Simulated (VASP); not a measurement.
Input of a VASP 6.6.1 run:

INCAR

```
ALGO = Normal ; EDIFF = 1E-7
ENCUT = 520 ; GGA = PE
ISIF = 2 ; ISMEAR = -1
LASPH = True ; LCHARG = False
LREAL = False ; LWAVE = False
NBANDS = 30 ; NELM = 100
PREC = Accurate ; SIGMA = 0.05
```

Contents of KPOINTS:

```
k-points
0
Gamma
  5 5 5
```

File POSCAR:

```
CsPbCl3
1.0
    5.6050000000      0.0000000000      0.0000000000
    0.0000000000      5.6050000000      0.0000000000
    0.0000000000      0.0000000000      5.6050000000
Pb Cs Cl
1 1 3
Direct
    0.5000000000      0.5000000000      0.5000000000
    0.0000000000      0.0000000000      0.0000000000
    0.5000000000      0.0000000000      0.5000000000
    0.0000000000      0.5000000000      0.5000000000
    0.5000000000      0.5000000000      0.0000000000
```

Potentials or basis: VASP PAW PBE potentials, release 64 (Pb_d, Cs_sv, Cl).

Run with:

```sh
$ cat potpaw_PBE.64/Pb_d/POTCAR potpaw_PBE.64/Cs_sv/POTCAR potpaw_PBE.64/Cl/POTCAR > POTCAR
$ mpirun -np 1 vasp_std > vasp.out
```

Q: Predict the band gap on the k mesh.

A: 2.96 eV, direct.

Q: Estimate the pressure.

A: 1.7 GPa.

Caveat: spin-orbit coupling is left out, which as a rule narrows the gap of such compounds by several tenths of an eV; an odd mesh through Γ misses points on the zone boundary, where band edges often lie.
